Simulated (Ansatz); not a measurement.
# Where Sc_Si puts its levels in the gap of SiC (F-43m)

Wanted: the transition levels of a substitutional impurity in SiC (F-43m), from a cell of 54 host atoms with 1 Si taken out and 1 Sc put in.

Calculated with Ansatz 0.2.0; place-levels on r2SCAN runs: charge-transition levels and formation energies with image-charge correction and potential alignment at the atomic sites; PAW set soft_1.

Experimental background.

For SiC, cubic 3C zincblende (literature value), “Insight into the structural, elastic and electronic properties of a new orthorhombic 6O-SiC polytype” (2020, pmc:7200658) quotes earlier work: band gap (indirect gap) 2.4 eV [literature value; measurement temperature and method not stated].

**1. Set-up**

The cell holds 54 atoms: 26 Si, 27 C and 1 Sc. Its edges and angles: a = 9.242 Å, b = 9.242 Å, c = 9.242 Å, α = 60.0°, β = 60.0°, γ = 60.0°. It derives from SiC (space group F-43m). Nearest the centre at fractional (0.333, 0.667, 0.667): Sc35 at 0.00 Å, C30 at 1.89 Å, C34 at 1.89 Å, C36 at 1.89 Å, C18 at 1.89 Å, Si25 at 3.08 Å, Si23 at 3.08 Å, Si13 at 3.08 Å.

The host's dielectric constants go in as inputs: 7.06 for the electrons alone, 10.43 with the ions, computed on the host (DFPT, PBEsol, on the r2SCAN cell), and a cell off the functional's own equilibrium shifts the ionic part.

The cell's shortest repeat is 9.2 Å.

**2. The runs of each charge state**

Levels follow from differences of total energies between charge states, each relaxed by itself.

Each atom starts 0.05 Å or so off its site in a random direction: a symmetric start keeps its symmetry, and would miss off-centre moves and Jahn–Teller distortions. Forces are taken on a 2×2×2 shifted mesh. The cell holds 1 electron more than the neutral one, with a uniform background that keeps it neutral on the whole.

The sampling was tested on the host first: at the k-points planned (1x1x1 shifted 0.25 0.25 0.25) its energy lies 0.119 eV an atom from the dense-mesh value, so the final energies take a denser sampling.

One state's input; the others differ in charge, spin, start and seed, and in occupations where the table says so.

Contents of qm1.relax/input.yaml:

```yaml
crystal:
  lattice:
    - [0.0, 6.53488873, 6.53488873]
    - [6.53488873, 0.0, 6.53488873]
    - [6.53488873, 6.53488873, 0.0]
  atoms:
    - { symbol: Si, position: [0.0, 0.0, 0.0] }
    - { symbol: C, position: [0.08333333, 0.08333333, 0.08333333] }
[... 2 atom lines left out ...]
    - { symbol: Si, position: [0.0, 0.0, 0.66666667] }
    - { symbol: C, position: [0.08333333, 0.08333333, 0.75] }
[... 6 atom lines left out ...]
    - { symbol: Si, position: [0.0, 0.66666667, 0.0] }
    - { symbol: C, position: [0.08333333, 0.75, 0.08333333] }
[... 2 atom lines left out ...]
    - { symbol: Si, position: [0.0, 0.66666667, 0.66666667] }
    - { symbol: C, position: [0.08333333, 0.75, 0.75] }
[... 2 atom lines left out ...]
    - { symbol: Si, position: [0.33333333, 0.0, 0.33333333] }
[... 1 atom line left out ...]
    - { symbol: Si, position: [0.33333333, 0.0, 0.66666667] }
[... 1 atom line left out ...]
    - { symbol: Si, position: [0.33333333, 0.33333333, 0.0] }
    - { symbol: C, position: [0.41666667, 0.41666667, 0.08333333] }
[... 2 atom lines left out ...]
    - { symbol: Si, position: [0.33333333, 0.33333333, 0.66666667] }
    - { symbol: C, position: [0.41666667, 0.41666667, 0.75] }
    - { symbol: Si, position: [0.33333333, 0.66666667, 0.0] }
[... 1 atom line left out ...]
    - { symbol: Si, position: [0.33333333, 0.66666667, 0.33333333] }
    - { symbol: C, position: [0.41666667, 0.75, 0.41666667] }
    - { symbol: Sc, position: [0.33333333, 0.66666667, 0.66666667] }
    - { symbol: C, position: [0.41666667, 0.75, 0.75] }
[... 10 atom lines left out ...]
    - { symbol: Si, position: [0.66666667, 0.33333333, 0.66666667] }
[... 3 atom lines left out ...]
    - { symbol: Si, position: [0.66666667, 0.66666667, 0.33333333] }
[... 1 atom line left out ...]
    - { symbol: Si, position: [0.66666667, 0.66666667, 0.66666667] }
    - { symbol: C, position: [0.75, 0.75, 0.75] }
  host:
    repeats: [3, 3, 3]
    atoms:
      - { symbol: Si, position: [0.0, 0.0, 0.0] }
      - { symbol: C, position: [0.25, 0.25, 0.25] }
total_charge: -1
basis:
  ecutwfc: 500
  xc_grid: 2
hamiltonian:
  xc: r2scan
  pseudopotentials: { kind: paw, azcp: { folder: soft_1 } }
kpoints:
  mp_grid: { grid: [2, 2, 2], shift: [0.5, 0.5, 0.5] }
scf:
  occupations: { method: fixed }
  max_iter: 80
output:
  forces: true
  charged_corrections:
    epsilon: 7.06
    static_epsilon: 10.43
    defect_position: [0.333333, 0.666667, 0.666667]
relax:
  f_tol: 0.02
  max_steps: 80
  random_displacement: { amplitude: 0.05, seed: 1457 }
checkpoint:
  write: "../qm1.relax.run"
  compress: false
  write_wavefunctions: true
  write_every: 100000
```

On the command line:

```sh
$ ansatz run input.yaml --threads 4 --pin off --max-ram 7536MiB --backend cpu --events-out ev --progress --plain --runs-dir out
```

The run of this state that the levels use, under r2SCAN:

Contents of qm1.point/input.yaml:

```yaml
crystal:
  checkpoint: "../qm1.relax.run"
  host: checkpoint
total_charge: -1
basis:
  ecutwfc: 500
  xc_grid: 2
hamiltonian:
  xc: r2scan
  pseudopotentials: { kind: paw, azcp: { folder: soft_1 } }
kpoints:
  mp_grid: { grid: [2, 2, 2], shift: [0.5, 0.5, 0.5] }
scf:
  occupations: { method: fixed }
  max_iter: 80
output:
  forces: true
  eigenvalues: true
  charged_corrections:
    epsilon: 7.06
    static_epsilon: 10.43
    defect_position: [0.333333, 0.666667, 0.666667]
  eigenstates: { localisation: true }
  populations: true
  band_densities: [{ bands: [v1, v1] }, { bands: [c1, c1] }]
  write_density: true
  write_potential: true
  volumetric_format: npy
checkpoint:
  read: "../qm1.relax.run"
  write: "../qm1.point.run"
  compress: false
  write_wavefunctions: false
  write_every: 100000
```

Relaxations under r2SCAN at a 2×2×2 shifted mesh; times on 4 threads of Arm Neoverse V2, shared host:

```
charge  moment (μB)  occupations    outcome  steps  largest displacement against the far atoms (Å)     time
    −1            0        fixed  converged      5                                            0.19  1.8 min
    −1            2        fixed  converged      6                                            0.35  5.6 min
     0            1        fixed  converged      8                                            0.34  7.6 min
    +1            0        fixed  converged      8                                            0.31  3.5 min
    +1            2        fixed  converged      8                                            0.25  7.3 min
```

Single points under r2SCAN at a 2×2×2 shifted mesh; times on 4 threads of Arm Neoverse V2, shared host:

```
charge  moment (μB)  occupations    outcome  time
    −1            0        fixed  converged  20 s
    −1            2        fixed  converged  46 s
     0            1        fixed  converged  43 s
    +1            0        fixed  converged  17 s
    +1            2        fixed  converged  44 s
```

Distances (Å) from Sc35 to the nearest atoms after relaxation with r2SCAN:

```csv
charge,moment (μB),1.,2.,3.,4.,5.,6.
−1,0,C 2.08,C 2.08,C 2.08,C 2.08,Si 3.09,Si 3.09
−1,2,C 2.09,C 2.09,C 2.09,C 2.13,Si 3.05,Si 3.05
0,1,C 2.09,C 2.09,C 2.09,C 2.13,Si 3.06,Si 3.06
+1,0,C 2.10,C 2.11,C 2.12,C 2.13,Si 3.01,Si 3.02
+1,2,C 2.11,C 2.12,C 2.12,C 2.12,Si 3.09,Si 3.09
```

**3. Placing the levels, r2SCAN**

A charged cell interacts with its images and the background, and its potential has another zero than the host's. place-levels removes the first by a point-charge model, screened by the static dielectric constant since the ions have relaxed around the charge, and the second by comparing potentials at atoms far from the defect.

The host is a run of the defect-free crystal in the same cutoffs, grids and k-points, so that basis and sampling errors cancel in part in the differences. The host is run in a cell of 2 atoms on a matching mesh. Its band edges are searched through the zone by a band path, so the gap is smaller than, or equal to, that on the mesh. Chemical potentials are energies per atom of Si (diamond) and Sc (hcp), run with the same functional and cutoff.

Contents of levels.point.yaml:

```yaml
host:
  run: host.point.run
states: [qm1.point.run, qm1_M2.point.run, q0_M1.point.run, qp1.point.run, qp1_M2.point.run]
geometry_from:
  qm1.point.run: qm1.relax.run
  qm1_M2.point.run: qm1_M2.relax.run
  q0_M1.point.run: q0_M1.relax.run
  qp1.point.run: qp1.relax.run
  qp1_M2.point.run: qp1_M2.relax.run
  host.point.run: host.relax.run
chemical_potentials:
  Si:
    energy: -639.06578
    dataset: <sha256 of the dataset>
  Sc:
    energy: -2140.560492
    dataset: <sha256 of the dataset>
epsilon: 7.06
static_epsilon: 10.43
vertical:
  - { from: qm1.point.run, to: qm1.point_neutral.run }
  - { from: qm1_M2.point.run, to: qm1_M2.point_neutral.run }
  - { from: qp1.point.run, to: qp1.point_neutral.run }
  - { from: qp1_M2.point.run, to: qp1_M2.point_neutral.run }
```

On the command line:

```sh
$ ansatz place-levels levels.point.yaml -- --threads 4 --pin off --max-ram 7536MiB
```

Numbers of over 12 decimals in the logs are rounded to 6 here.

What it wrote:

```text
[... repeated set-up lines and file paths are left out, and long positions are rounded to six places ...]
(+1/0) 0.017 eV beneath the valence edge, in the valence band
(0/-1) 0.501 eV above the valence edge, 1.209 eV under the conduction edge
formation energy of charge +1: +3.029 eV with the Fermi level at the valence edge
formation energy of charge 0: +3.012 eV with the Fermi level at the valence edge
formation energy of charge -1: +3.512 eV with the Fermi level at the valence edge
vertical -1 to 0: no energy, since no alignment is typed
  the change from vertical[0].from (qm1.point.run) to vertical[0].to (qm1.point_neutral.run): by its potential at epsilon 7.06 it stands at 0.405 0.717 0.739, with an rms radius of about 2.7 Å (1.5 1.7 1.5 Å across the planes of the cell's vectors); [...]
vertical -1 to 0: no energy, since no alignment is typed
  the change from vertical[1].from (qm1_M2.point.run) to vertical[1].to (qm1_M2.point_neutral.run): by its potential at epsilon 7.06 it stands at 0.237 0.644 0.645, with an rms radius of about 4.7 Å (2.7 2.7 2.7 Å across the planes of the cell's vectors); [...]
vertical +1 to 0: no energy, since no alignment is typed
  the change from vertical[2].from (qp1.point.run) to vertical[2].to (qp1.point_neutral.run): by its potential at epsilon 7.06 it stands at 0.437 0.773 0.770, with an rms radius of about 3.2 Å (1.9 1.8 1.9 Å across the planes of the cell's vectors); [...]
vertical +1 to 0: no energy, since no alignment is typed
  the change from vertical[3].from (qp1_M2.point.run) to vertical[3].to (qp1_M2.point_neutral.run): by its potential at epsilon 7.06 it stands at 0.417 0.751 0.739, with an rms radius of about 2.0 Å (1.0 1.0 1.3 Å across the planes of the cell's vectors); [...]
  edges by r2scan, gap 1.710 eV; the host is sampled to repeats of 18.48 Å
  the defect's cells are sampled to repeats of 18.48 Å, like sampling
  charge +1: -25573.7610 eV with its correction of +0.323 eV, at epsilon 10.43, aligned at sites: +0.0804 eV, mean over 19 atomic sites at or beyond 4.62 Å from the defect at [0.3333, 0.6667, 0.6667], with +0.000000 for the charge's moments and without [...]
  charge 0: +0.000 eV for its dipole among its images, +0.116 omitted
  charge -1: -25554.5220 eV with its correction of +0.043 eV, at epsilon 10.43, aligned at sites: +0.1996 eV, mean over 19 atomic sites at or beyond 4.62 Å from the defect at [0.3333, 0.6667, 0.6667], with +0.000000 for the charge's moments and without [...]
  charge +1: states[3] (qp1.point.run) stands 0.146 eV higher, with a moment of 0.00 μB against 2.00
  charge -1: states[1] (qm1_M2.point.run) stands 1.937 eV higher, with a moment of 2.00 μB against 0.00
  of states[4] (qp1_M2.point.run): its alignment with the host at atomic sites is doubtful: the mean over the far sites moves by -0.0964 eV from their farther parts to their nearer, more than 0.05 eV. [...]
  of states[2] (q0_M1.point.run): its alignment with the host at atomic sites is doubtful: the mean over the far sites moves by +0.0747 eV from their farther parts to their nearer, more than 0.05 eV. [...]
  of states[0] (qm1.point.run): it parts from the run at its places by a charge that spreads by about 1.7 Å along one vector (1.3 Å or more is wide), by its potential at epsilon 7.06, taken for that of held ions (one typed too small widens it), where the cell [...]
  of states[3] (qp1.point.run): it parts from the run at its places by a charge that spreads by about 1.9 Å along one vector (1.3 Å or more is wide), by its potential at epsilon 7.06, taken for that of held ions (one typed too small widens it), where the cell [...]
  of states[1] (qm1_M2.point.run): it parts from the run at its places by a charge that spreads by about 2.7 Å along one vector (1.3 Å or more is wide), by its potential at epsilon 7.06, taken for that of held ions (one typed too small widens it), where the [...]
  of vertical[0].from (qm1.point.run): it parts from the run at its places by a charge that spreads by about 1.7 Å along one vector (1.3 Å or more is wide), by its potential at epsilon 7.06, taken for that of held ions (one typed too small widens it), where [...]
  of vertical[0].to (qm1.point_neutral.run): band_overlap_at_count; stability_check_not_made
  of vertical[1].from (qm1_M2.point.run): its moments are held at its close (magnetization.spin_locking), by a field of 1.039 eV a Bohr magneton, and its energy and levels are of the state that this holds: a run that lets them go can end lower; [...]
  of vertical[1].to (qm1_M2.point_neutral.run): stability_check_not_made
  of vertical[2].from (qp1.point.run): it parts from the run at its places by a charge that spreads by about 1.9 Å along one vector (1.3 Å or more is wide), by its potential at epsilon 7.06, taken for that of held ions (one typed too small widens it), where [...]
  of vertical[2].to (qp1.point_neutral.run): stability_check_not_made
  of vertical[3].from (qp1_M2.point.run): stability_check_not_made
  of vertical[3].to (qp1_M2.point_neutral.run): stability_check_not_made
```

Elapsed: 0.44 s, on 4 threads of Arm Neoverse V2, shared host.

Levels between the charges placed, in eV above the valence top:

```csv
,gap (eV),(+1/0),(0/−1)
r2SCAN,1.71,-0.02,0.50
```

Corrections by state:

| charge | moment (μB) | image terms and alignment (eV) | band filling (eV) | ε used | over the lowest of its charge, as the program ranks them, band filling apart (eV) |
| --- | --- | --- | --- | --- | --- |
| +1 | 2.0 | 0.323 | - | 10.43 | 0.000 |
| 0 | 1.0 | 0.000 | - | - | 0.000 |
| −1 | 0.0 | 0.043 | - | 10.43 | 0.000 |
| +1 | 0.0 | 0.281 | - | 10.43 | 0.146 |
| −1 | 2.0 | 0.025 | - | 10.43 | 1.937 |

The charged structures listed were also run neutral, and place-levels reads from each pair, by the potential or the spins, how wide the charge is by which they differ; that can be the carrier of either run.

```csv
charge,rms radius (Å),spread where it is widest against the cell (Å),wide from (Å),reading
+1,2.0,1.29,1.31,narrow
−1,2.7,1.70,1.31,wide
```

The neutral runs of these pairs need not share the spin of the lowest neutral state, and very wide values only mean spread over the cell.

From the program's caveats on the states, each cut to its opening words:

- charge +1 (2 μB): its alignment with the host at atomic sites is doubtful: the mean over the far sites moves by -0.0964 eV from their farther parts to their nearer, more than [...]
- charge +1 (2 μB), 0 (1 μB), −1 (2 μB): flagged: stability check not made
- charge 0 (1 μB): its alignment with the host at atomic sites is doubtful: the mean over the far sites moves by +0.0747 eV from their farther parts to their nearer, more than [...]
- charge 0 (1 μB): the far atoms show a dipole or second moment of the defect's charge, for which the correction takes or leaves out 0.116 eV: further moments aren't read, and [...]
- charge −1: it parts from the run at its places by a charge that spreads by about 1.7 Å along one vector (1.3 Å or more is wide), by its potential at epsilon 7.06, taken [...]
- charge −1: its alignment with the host at atomic sites is doubtful: the mean over the far sites moves by +0.2283 eV from their farther parts to their nearer, more than [...]
- charge +1: it parts from the run at its places by a charge that spreads by about 1.9 Å along one vector (1.3 Å or more is wide), by its potential at epsilon 7.06, taken [...]
- charge +1: its alignment with the host at atomic sites is doubtful: the mean over the far sites moves by -0.0788 eV from their farther parts to their nearer, more than [...]
- charge +1: the far atoms show a dipole or second moment of the defect's charge, for which the correction takes or leaves out 0.214 eV: further moments aren't read, and [...]
- charge −1 (2 μB): it parts from the run at its places by a charge that spreads by about 2.7 Å along one vector (1.3 Å or more is wide), by its potential at epsilon 7.06, taken [...]
- charge −1 (2 μB): its alignment with the host at atomic sites is doubtful: the mean over the far sites moves by +0.0616 eV from their farther parts to their nearer, more than [...]
- charge −1 (2 μB): the far atoms show a dipole or second moment of the defect's charge, for which the correction takes or leaves out 0.123 eV: further moments aren't read, and [...]
- charge −1 (2 μB): its moments are held at its close (magnetization.spin_locking), by a field of 1.039 eV a Bohr magneton, and its energy and levels are of the state that this [...]

The host's formation energy from the elements is -0.356 eV per atom; it sets how far the chemical potentials can move.

Limit set by the element alone; other compounds of these elements are not counted. Chemical potentials from the elements' reference states: C 0.00 eV, Si -0.71 eV, Sc 0.00 eV. Formation energies (C-rich), with the Fermi level at the valence top and at the conduction bottom (gap 1.71 eV):

| charge | at valence top (eV) | at conduction bottom (eV) | correction included (eV) |
| --- | --- | --- | --- |
| +1 | 2.32 | 4.03 | 0.32 |
| 0 | 2.30 | 2.30 | 0.00 |
| −1 | 2.80 | 1.09 | 0.04 |

```json
{"Fermi level (eV)": "0.00", "lowest formation energy (eV)": "2.30"}
{"Fermi level (eV)": "0.16", "lowest formation energy (eV)": "2.30"}
{"Fermi level (eV)": "0.31", "lowest formation energy (eV)": "2.30"}
{"Fermi level (eV)": "0.47", "lowest formation energy (eV)": "2.30"}
{"Fermi level (eV)": "0.62", "lowest formation energy (eV)": "2.18"}
{"Fermi level (eV)": "0.78", "lowest formation energy (eV)": "2.02"}
{"Fermi level (eV)": "0.93", "lowest formation energy (eV)": "1.87"}
{"Fermi level (eV)": "1.09", "lowest formation energy (eV)": "1.71"}
{"Fermi level (eV)": "1.24", "lowest formation energy (eV)": "1.56"}
{"Fermi level (eV)": "1.40", "lowest formation energy (eV)": "1.40"}
{"Fermi level (eV)": "1.55", "lowest formation energy (eV)": "1.25"}
{"Fermi level (eV)": "1.71", "lowest formation energy (eV)": "1.09"}
```

Limit set by the element alone; other compounds of these elements are not counted. Chemical potentials from the elements' reference states: Si 0.00 eV, C -0.71 eV, Sc 0.00 eV. Formation energies (Si-rich), with the Fermi level at the valence top and at the conduction bottom (gap 1.71 eV):

```
charge  at valence top (eV)  at conduction bottom (eV)  correction included (eV)
    +1                 3.03                       4.74                      0.32
     0                 3.01                       3.01                      0.00
    −1                 3.51                       1.80                      0.04
```

Fermi level (eV), lowest formation energy (eV) and a bar from the least value:
```
     0.00       3.01 ##############################
     0.16       3.01 ##############################
     0.31       3.01 ##############################
     0.47       3.01 ##############################
     0.62       2.89 ###########################
     0.78       2.74 #######################
     0.93       2.58 ###################
     1.09       2.42 ###############
     1.24       2.27 ############
     1.40       2.11 ########
     1.55       1.96 ####
     1.71       1.80
```

**4. Results**

```
gap of the host                                                          : 1.71 eV (r2SCAN)
level (plus 1/0)                                                         : 0.02 eV below the valence top
level (0/minus 1)                                                        : 0.50 eV above the valence top
lowest of the charges placed, just above the valence top (0.02 eV)       : 0
lowest of the charges placed, just below the conduction bottom (0.02 eV) : −1
lowest formation energy at mid-gap of the charges run, C-rich            : 1.95 eV
lowest formation energy at mid-gap of the charges run, Si-rich           : 2.66 eV
```

What this shows: Of the charges placed (−1, 0 and +1), the lowest changes at 0.50 eV (0/−1) above the valence top, in a gap of 1.71 eV. (+1/0) lies 0.02 eV from a band edge, less than the doubt on such levels. Charges below −1 were not placed, so these runs say nothing of levels that involve them. States placed: +1 at 2 μB and 0 μB; 0 at 1 μB; −1 at 0 μB and 2 μB. Other spin states or structures, where not listed, weren't placed. Sc is taken at its element; compounds, which aren't counted here, bound the chemical potentials and would shift these formation energies. The program doubts the alignment of potentials for at least one state, a sign that the cell is small. Keep in mind: r2SCAN makes the gap too small and tends to spread out bound carriers.

Comparison with the measured values:

```
                             quantity  measured           r2SCAN
band gap (least gap of the host) (eV)       2.4  1.71 (-0.69 eV)
```

Measured values from pmc:7200658 (2020).

**Verdict.** The band gap is off by -0.69 eV: a clear miss. Local and semilocal functionals usually give gaps below the measured ones. Zero-point and thermal motion shift the measured gap.

[Logs are printed without paths, hosts, clocks, repeated set-up lines and the standing remarks that a program may print on its own settings, such as how far it seeks lower states.]

[Hosts, paths, dates, database ids (printed as entryN), source tags and the programs' standing remarks are cut or masked in the printed files.]

[Where a table of states has a column of steps, it counts the stored structures, which are thinned; the runs took as many ionic steps or more.]

[A defect's name tells the site on which it was built; relaxed atoms can leave that site.]

[For some hosts the program warned that the k-mesh of the response run may be too coarse for force constants and the static dielectric constant; such warnings are not shown here.]
